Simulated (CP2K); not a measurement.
Runs of CP2K 2026.2 on NaCl. The structure is cubic, space group Fm-3m (No. 225). Conventional cell: a = 5.588 Å, b = 5.588 Å, c = 5.588 Å, α = 90.00°, β = 90.00°, γ = 90.00°. Cl (site symmetry m-3m) has 6 Na at 2.79 Å as nearest neighbours. Around Na (site symmetry m-3m) lie 6 Cl at 2.79 Å. The cell is a database's computed one.

```tsv
task	level	potentials or basis	smearing	EPS_DEFAULT	NGRIDS	points a segment of the path (NPOINTS)	bands added on the path	CUTOFF of the grids	gap on the mesh (eV)	pressure (GPa)
band structure	PBEsol	POTENTIAL_UZH Cl GTH-PBE-q7, Na GTH-PBE-q9; TZVP-MOLOPT-PBE-GTH basis	fermi-dirac 0.0259 eV	1.0E-9	4	10	4	1350 Ry	4.99	0.8
band structure	r2SCAN	POTENTIAL_UZH Cl GTH-SCAN-q7, Na GTH-SCAN-q9; TZVP-MOLOPT-SCAN-GTH basis	fermi-dirac 0.05 eV	1.0E-9	4	10	4	1400 Ry	6.00	0.7
band structure	TB-mBJ	POTENTIAL_UZH Cl GTH-PBE-q7, Na GTH-PBE-q9; TZVP-MOLOPT-PBE-GTH basis	fermi-dirac 0.0259 eV	1.0E-10	4	8	6	1400 Ry	(c)	-
band structure	PBE	POTENTIAL_UZH Cl GTH-PBE-q7, Na GTH-PBE-q9; TZVP-MOLOPT-PBE-GTH basis	fermi-dirac 0.1 eV	1.0E-10	5	6	4	1350 Ry	(a)	(b)
band structure	LDA	GTH_POTENTIALS Cl GTH-PADE-q7, Na GTH-PADE-q9; TZVP-MOLOPT-PBE-GTH basis	fermi-dirac 0.0259 eV	1.0E-9	4	6	2	1350 Ry	4.76	-1.4
```

Alike in all rows: no spin polarisation; cell as given; k mesh 8 × 8 × 8.

Q: Fill in the values left out.

A: (a) 5.18; (b) 2.0; (c) 5.90.

Caveats: the basis of atomic orbitals isn't converged, which shifts pressures, moduli and gaps; the potentials were made for another functional, which shifts forces and pressure (some runs); this is a model potential without an energy functional, so only levels have meaning (some runs).

